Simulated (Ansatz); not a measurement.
Ru (simple cubic): energy against volume

All numbers below come from DFT, RPBE, plane waves (420 eV) with PAW, scalar-relativistic (Ansatz 0.2.0). (PAW data from PBE, frozen cores regenerated.)

The cell is scaled uniformly from the relaxed one, with fractional coordinates and shape fixed. Energies are extrapolated to zero smearing, pressures are those at the given smearing. Magnetic state: spin not included.

A Birch-Murnaghan fit gives V₀ = 16.11 Å³/atom, B₀ = 207 GPa, B₀′ = 4.8.

(1) What are the energy above the minimum and the pressure at 14.194 Å³/atom?

(2) What are the energy above the minimum and the pressure at 14.839 Å³/atom?

(3) What are the energy above the minimum and the pressure at 17.419 Å³/atom?

Results:

(1) 187.4 meV/atom and 35.75 GPa as computed.

(2) 75.7 meV/atom and 21.06 GPa as computed.

(3) 59.2 meV/atom and -13.02 GPa as computed.
